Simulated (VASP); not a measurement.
# CoO (Pm-3m) in VASP: equation of state, part 2 of 2

VASP 6.6.1.

**4. Equation of state, PBE, collinear spin, ferromagnetic start, 8.32 Å³/atom (volume scaled by 0.98)**

INCAR reads:

```
SYSTEM = CoO
PREC     = Accurate       ! precision mode
ENCUT    = 520            ! plane-wave cutoff, eV
EDIFF    = 1E-7           ! SCF threshold, eV
ISMEAR   = -1             ! smearing method
SIGMA    = 0.05           ! smearing width, eV
LREAL    = .FALSE.        ! projectors in reciprocal space
LASPH    = .TRUE.         ! aspherical terms in the spheres
NELM     = 100            ! most SCF steps
ALGO     = Normal         ! electronic algorithm
ISIF     = 2              ! what is computed and relaxed
LWAVE    = .FALSE.        ! write WAVECAR
LCHARG   = .FALSE.        ! write CHGCAR
ISPIN    = 2              ! spin polarisation
MAGMOM   = 2 0            ! initial moments
LORBIT   = 11             ! projections on sites
LMAXMIX  = 4              ! l up to which the mixer works
GGA      = PE             ! functional
NBANDS   = 18             ! bands
```

KPOINTS reads:

```
Automatic mesh
0
G
  10 10 10
  0 0 0
```

POSCAR reads:

```
CoO
1.0
    2.5532739357      0.0000000000      0.0000000000
    0.0000000000      2.5532739357      0.0000000000
    0.0000000000      0.0000000000      2.5532739357
Co O
1 1
Direct
    0.0000000000      0.0000000000      0.0000000000
    0.5000000000      0.5000000000      0.5000000000
```

Potentials or basis: VASP PAW PBE potentials, release 64 (Co, O).

Started as:

```
$ cat potpaw_PBE.64/Co/POTCAR potpaw_PBE.64/O/POTCAR > POTCAR
$ mpirun -np 1 vasp_std > vasp.out
```

OUTCAR:

```text
SYSTEM = CoO
   PREC = Accurate
   ENCUT = 520
   EDIFF = 1E-7
   ISMEAR = -1
   LREAL = .FALSE.
   LASPH = .TRUE.
   NELM = 100
   ISIF = 2
   ISPIN = 2
   LORBIT = 11
   GGA = PE

 Found     56 irreducible k-points:

 Following reciprocal coordinates:
            Coordinates               Weight
  0.000000  0.000000  0.000000      1.000000
  0.100000  0.000000  0.000000      6.000000
  0.200000  0.000000  0.000000      6.000000
  0.300000  0.000000  0.000000      6.000000
  0.400000  0.000000  0.000000      6.000000
  0.500000  0.000000  0.000000      3.000000
   k-points           NKPTS =     56   k-points in BZ     NKDIM =     56   number of bands    NBANDS=     18
   number of dos      NEDOS =    301   number of ions     NIONS =      2
   total plane-waves  NPLWV =   8000
   dimension x,y,z NGX =    20 NGY =   20 NGZ =   20
   dimension x,y,z NGXF=    40 NGYF=   40 NGZF=   40
   ions per type =               1   1
   NGX,Y,Z   is equivalent  to a cutoff of  13.02, 13.02, 13.02 a.u.
   NGXF,Y,Z  is equivalent  to a cutoff of  26.04, 26.04, 26.04 a.u.
 SYSTEM =  CoO
   PREC   = accura    normal or accurate (medium, high low for compatibility)
   ISTART =      0    job   : 0-new  1-cont  2-samecut
[... 319 lines left out ...]
     18      41.7607      0.00000

 [... further k-points ...]

------------------------ aborting loop because EDIFF is reached ----------------------------------------

  FORCE on cell =-STRESS in cart. coord.  units (eV):
  Direction    XX          YY          ZZ          XY          YZ          ZX
  --------------------------------------------------------------------------------------
  -------------------------------------------------------------------------------------
  Total        1.7069190      1.7069190      1.7069190     -0.0000000     -0.0000000     -0.0000000
  in kB      164.2976198    164.2976198    164.2976198     -0.0000000     -0.0000000     -0.0000000
  external PRESSURE =     164.2976198 kB  Pullay stress =       0.0000000 kB

 VOLUME and BASIS-vectors are now :
 -----------------------------------------------------------------------------
  energy-cutoff  :      520.00
  volume of cell :       16.65
      direct lattice vectors                 reciprocal lattice vectors
     2.553273936  0.000000000  0.000000000     0.391654020  0.000000000  0.000000000
     0.000000000  2.553273936  0.000000000     0.000000000  0.391654020  0.000000000
     0.000000000  0.000000000  2.553273936     0.000000000  0.000000000  0.391654020

 POSITION                                       TOTAL-FORCE (eV/Angst)
 -----------------------------------------------------------------------------------
      0.00000      0.00000      0.00000         0.000000      0.000000      0.000000
      1.27664      1.27664      1.27664         0.000000      0.000000      0.000000
 -----------------------------------------------------------------------------------
    total drift:                                0.000000      0.000000      0.000000

  FREE ENERGIE OF THE ION-ELECTRON SYSTEM (eV)
  ---------------------------------------------------
  free  energy   TOTEN  =       -12.3472989403 eV

  energy  without entropy=      -12.3327806706  energy(sigma->0) =      -12.34003981

 total charge

# of ion       s       p       d       tot
------------------------------------------
    1        0.316   0.400   7.211   7.927
    2        1.581   3.386   0.000   4.967
--------------------------------------------------
tot          1.897   3.786   7.211  12.894

 magnetization (x)

# of ion       s       p       d       tot
------------------------------------------
    1       -0.001   0.004   2.485   2.488
    2        0.022   0.433   0.000   0.455
--------------------------------------------------
tot          0.021   0.438   2.485   2.944
```

stdout:

```text
POSCAR found type information on POSCAR CoO
 POSCAR found :  2 types and       2 ions
 scaLAPACK will be used
 LDA part: xc-table for (Slater+PW92), standard interpolation
 POSCAR, INCAR and KPOINTS ok, starting setup
 FFT: planning ... GRIDC
 FFT: planning ... GRID_SOFT
 FFT: planning ... GRID
 WAVECAR not read
 entering main loop
```

Run time: 25 s. Hardware: 1 thread of Intel Xeon Platinum 8488C (Sapphire Rapids), shared host; peak memory 0.15 GiB.

What came out:

| Quantity | Value |
| --- | --- |
| Free energy | -12.3473 eV |
| Pressure | 16.4 GPa |
| Band gap on the k mesh | none (metal or under the smearing width) |
| Net moment | 3.00 μB per cell |
| Site moments | Co +2.49; O +0.46 μB |
| Valence electrons inside the program's atomic spheres | Co 7.93; O 4.97 |

Caveat: a cell with one magnetic atom can't hold antiferromagnetic order, which such compounds often take; semilocal functionals often make such compounds metallic where correlation or magnetic order opens a gap, which also shifts bond lengths.

**5. Equation of state, PBE, collinear spin, ferromagnetic start, 8.66 Å³/atom (volume scaled by 1.02)**

INCAR reads:

```
SYSTEM = CoO
  ALGO = Normal
  EDIFF = 1E-7
  ENCUT = 520
  GGA = PE
  ISIF = 2
  ISMEAR = -1
  ISPIN = 2
  LASPH = .TRUE.
  LCHARG = .FALSE.
  LMAXMIX = 4
  LORBIT = 11
  LREAL = .FALSE.
  LWAVE = .FALSE.
  MAGMOM = 2 0
  NBANDS = 18
  NELM = 100
  PREC = Accurate
  SIGMA = 0.05
```

KPOINTS reads:

```
k-points
0
G
  10 10 10
  0 0 0
```

POSCAR reads:

```
CoO
1.0
    2.5875501592      0.0000000000      0.0000000000
    0.0000000000      2.5875501592      0.0000000000
    0.0000000000      0.0000000000      2.5875501592
Co O
1 1
Direct
    0.0000000000      0.0000000000      0.0000000000
    0.5000000000      0.5000000000      0.5000000000
```

Started as:

```
$ cat potpaw_PBE.64/Co/POTCAR potpaw_PBE.64/O/POTCAR > POTCAR
$ mpirun -np 1 vasp_std > vasp.out
```

Wall time 25 s (1 thread of Intel Xeon Platinum 8488C (Sapphire Rapids), shared host); peak memory 0.15 GiB.

It converged, with:

```yaml
Free_energy: -12.3959 eV
Pressure: 6.3 GPa
Band_gap_on_the_k_mesh: none (metal or under the smearing width)
Net_moment: 3.00 μB per cell
Site_moments: Co +2.50; O +0.45 μB
Valence_electrons_inside_the_program's_atomic_spheres: Co 7.86; O 4.95
```

Caveat: a cell with one magnetic atom can't hold antiferromagnetic order, which such compounds often take; semilocal functionals often make such compounds metallic where correlation or magnetic order opens a gap, which also shifts bond lengths.

**6. Equation of state, PBE, collinear spin, ferromagnetic start, 8.83 Å³/atom (volume scaled by 1.04)**

INCAR reads:

```
PREC = Accurate
ENCUT = 520
EDIFF = 1E-7
ISMEAR = -1
SIGMA = 0.05
LREAL = F
LASPH = T
NELM = 120
ALGO = Normal
ISIF = 2
LWAVE = F
LCHARG = F
ISPIN = 2
MAGMOM = 2 0
LORBIT = 11
LMAXMIX = 4
GGA = PE
NBANDS = 18
```

KPOINTS reads:

```
regular mesh
0
Gamma
  10 10 10
```

POSCAR reads:

```
CoO
1.0
    2.6043529037      0.0000000000      0.0000000000
    0.0000000000      2.6043529037      0.0000000000
    0.0000000000      0.0000000000      2.6043529037
Co O
1 1
Direct
    0.0000000000      0.0000000000      0.0000000000
    0.5000000000      0.5000000000      0.5000000000
```

Potentials or basis: VASP PAW PBE potentials, release 64 (Co, O).

Started as:

```
$ cat potpaw_PBE.64/Co/POTCAR potpaw_PBE.64/O/POTCAR > POTCAR
$ mpirun -np 1 vasp_std > vasp.out
```

Wall time 28 s (1 thread of Intel Xeon Platinum 8488C (Sapphire Rapids), shared host); peak memory 0.15 GiB.

The run converged. Its results:

- Free energy: -12.4053 eV
- Pressure: 2.1 GPa
- Band gap on the k mesh: none (metal or under the smearing width)
- Net moment: 3.00 μB per cell
- Site moments: Co +2.50; O +0.45 μB
- Valence electrons inside the program's atomic spheres: Co 7.83; O 4.93

Caveat: a cell with one magnetic atom can't hold antiferromagnetic order, which such compounds often take; semilocal functionals often make such compounds metallic where correlation or magnetic order opens a gap, which also shifts bond lengths.

**7. Equation of state, PBE, collinear spin, ferromagnetic start, 9.00 Å³/atom (volume scaled by 1.06)**

INCAR reads:

```
PREC = Accurate
ENCUT = 520
EDIFF = 1E-7
ISMEAR = -1
SIGMA = 0.05
LREAL = False
LASPH = True
NELM = 100
ALGO = Normal
ISIF = 2
LWAVE = False
LCHARG = False
ISPIN = 2
MAGMOM = 2 0
LORBIT = 11
LMAXMIX = 4
GGA = PE
NBANDS = 18
```

KPOINTS reads:

```
Automatic mesh
0
Gamma
  10 10 10
```

POSCAR reads:

```
CoO
1.0
    2.6209415860      0.0000000000      0.0000000000
    0.0000000000      2.6209415860      0.0000000000
    0.0000000000      0.0000000000      2.6209415860
Co O
1 1
Direct
    0.0000000000      0.0000000000      0.0000000000
    0.5000000000      0.5000000000      0.5000000000
```

Started as:

```
$ cat potpaw_PBE.64/Co/POTCAR potpaw_PBE.64/O/POTCAR > POTCAR
$ mpirun -np 1 vasp_std > vasp.out
```

Run time: 32 s. Hardware: 1 thread of Intel Xeon Platinum 8488C (Sapphire Rapids), shared host; peak memory 0.15 GiB.

The run converged. Its results:

| Property | Result |
| --- | --- |
| Free energy | -12.4060 eV |
| Pressure | -1.7 GPa |
| Band gap on the k mesh | none (metal or under the smearing width) |
| Net moment | 3.00 μB per cell |
| Site moments | Co +2.50; O +0.44 μB |
| Valence electrons inside the program's atomic spheres | Co 7.79; O 4.92 |

Caveat: a cell with one magnetic atom can't hold antiferromagnetic order, which such compounds often take; semilocal functionals often make such compounds metallic where correlation or magnetic order opens a gap, which also shifts bond lengths.

**8. Equation of state, PBE, collinear spin, ferromagnetic start**

Potentials or basis: VASP PAW PBE potentials, release 64 (Co, O).

No new run: the results of the series are fitted here.

What came out:

| Quantity | Value |
| --- | --- |
| Equilibrium volume | 8.93 Å³/atom |
| Bulk modulus | 200 GPa |
| Pressure derivative of the bulk modulus | 4.6 |

Energy against volume, from the lowest point:
```
volume (Å³/atom)  energy (meV/atom)
           7.983              77.50
           8.153              50.13
           8.323              29.37
           8.493              14.57
           8.662               5.09
           8.832               0.40
           9.002               0.00
```
